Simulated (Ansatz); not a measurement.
CdS in Ansatz: convergence with k mesh

Input of the first run (k mesh 2 × 2 × 2); the others differ in this setting and in those tied to it:

The input input.yaml:

```yaml
crystal:
  lattice:
    - [4.2611695877, 0.0, 0.0]
    - [-2.1305847939, 3.6902811128, 0.0]
    - [0.0, 0.0, 5.80417294]
  atoms:
    - { symbol: Cd, position: [0.0, 0.0, 0.44269192] }
    - { symbol: S, position: [0.6666666667, 0.3333333333, 0.43430808] }
hamiltonian:
  xc: pbe
  pseudopotentials: { kind: nc }
kpoints:
  mp_grid: { grid: [2, 2, 2] }
scf:
  occupations: { method: cold, width: 0.1 }
output:
  forces: true
  stress: true
  eigenvalues: true
```

Potentials or basis: Ansatz NC with PseudoDojo standard (PBE files).

Run with:

```bash
$ ansatz run input.yaml --threads 2 --pin off --max-ram 5632MiB --backend cpu --events-out ev --progress --plain --runs-dir out
```

Measurements of this composition are mostly on another form, of space group No. 186.

Hardware: 2 threads of Intel(R) Xeon(R) 6975P-C (Granite Rapids) (shared host).

```
     k mesh  energy less the tightest run, at zero smearing (meV/atom)  pressure (GPa)  largest force (eV/Å)  gap on the mesh (eV)  SCF cycles  CPU time (s)  peak memory (GiB)
  2 × 2 × 2                                                     340.47            0.88                 0.032                 1.310           8           1.1               0.48
  3 × 3 × 2                                                      60.84           -0.07                 0.003                 1.431           8           1.8               0.47
  4 × 4 × 2                                                      16.62           -0.18                 0.002                 1.457           8           2.1               0.48
  4 × 4 × 3                                                      15.71           -0.20                 0.002                 1.459           8           2.4               0.48
  5 × 5 × 4                                                       4.81           -0.22                 0.004                 1.468           8           4.3               0.51
  7 × 7 × 4                                                       0.65           -0.23                 0.005                 1.472           8           6.7               0.53
  8 × 8 × 5                                                       0.27           -0.23                 0.005                 1.474           8           9.3               0.57
10 × 10 × 7                                                       0.04           -0.23                 0.005                 1.474           8            18                0.7
12 × 12 × 8                                                       0.00           -0.23                 0.005                 1.474           8            29               0.86
```

Against the tightest run, the energy stays within 1 meV/atom from 7 × 7 × 4 on; the pressure stays within 0.1 GPa from 4 × 4 × 2 on; the largest force stays within 0.005 eV/Å from 3 × 3 × 2 on; the gap on the mesh stays within 0.01 eV from 5 × 5 × 4 on. Meshes of other sizes hit other points, so gaps and Fermi surfaces needn't settle smoothly. The tightest run that finished is the yardstick and may itself not be fully converged.
